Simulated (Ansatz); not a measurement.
Al2O3:

```
Al O
1.0
     4.61378    0.00000    0.00000
     0.00000    9.56328    0.00000
     0.00000    0.00000    3.11986
Al O
4 6
Direct
  0.98298 0.82457 0.00000
  0.01702 0.17543 0.00000
  0.48297 0.67543 0.50000
  0.51702 0.32457 0.50000
  0.50000 0.50000 0.50000
  0.12363 0.75305 0.50000
  0.37637 0.25305 0.00000
  0.62364 0.74695 0.00000
  0.00000 0.00000 0.00000
  0.87636 0.24695 0.50000
```

Measurements of this composition are mostly on another form, of space group No. 167.

Base run:

```yaml
Program: Ansatz 0.2.0
Functional: BLYP
Potentials_or_basis: Ansatz PAW
Cutoff: 420 eV
Density_cutoff: 1680 eV
k_mesh: 6 × 3 × 9
Occupations: fermi-dirac, width 0.05 eV
Spin: no spin polarisation
```

Its results: band gap on the k mesh 3.64 eV, direct; pressure 1.5 GPa; largest force 0.206 eV/Å.

**Question.** The run is repeated on the same cell with these changes: functional from BLYP to PBEsol. What comes out?

**Answer.** Band gap on the k mesh 3.43 eV, direct; pressure -2.6 GPa; largest force 0.173 eV/Å.

PBEsol binds more tightly than BLYP, so the same cell stands under less pressure.

Caveats: the PAW data sets come from PBE, with cores solved anew for the run's functional, which leaves a small shift of forces and pressure; the potentials were made for another functional, which shifts forces and pressure (some runs).

Not every run made on this cell is shown here.
